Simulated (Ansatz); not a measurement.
Crystal: Y.

```
CELL_PARAMETERS angstrom
3.64740 0.00000 0.00000
-1.82370 3.15874 0.00000
0.00000 0.00000 5.73060
ATOMIC_POSITIONS crystal
Y 0.66667 0.33333 0.75000
Y 0.33333 0.66667 0.25000
```

Base run:

```yaml
Program: Ansatz 0.2.0
Functional: r2SCAN
Potentials_or_basis: Ansatz PAW
Cutoff: "500 eV (not typed: the program's choice for these potentials)"
k_mesh: 8 × 8 × 5
Occupations: fermi-dirac, width 0.05 eV
Spin: no spin polarisation
```

Its results: band gap on the k mesh none (metal or under the smearing width); pressure 0.7 GPa.

Problem. After a change of settings the same cell gave: band gap on the k mesh none (metal or under the smearing width); pressure 1.4 GPa. Which change was it?
A. functional from r2SCAN to RPBE; cutoff from 500 eV (not typed: the program's choice for these potentials) to 420 eV (not typed: the program's choice for these potentials)
B. functional from r2SCAN to LDA; cutoff from 500 eV (not typed: the program's choice for these potentials) to 420 eV (not typed: the program's choice for these potentials)
C. functional from r2SCAN to PBEsol; cutoff from 500 eV (not typed: the program's choice for these potentials) to 420 eV (not typed: the program's choice for these potentials)

Solution. A.

Caveats: the PAW data sets come from PBE, with cores solved anew for the run's functional, which leaves a small shift of forces and pressure.

Runs at the PBE level aren't shown here.
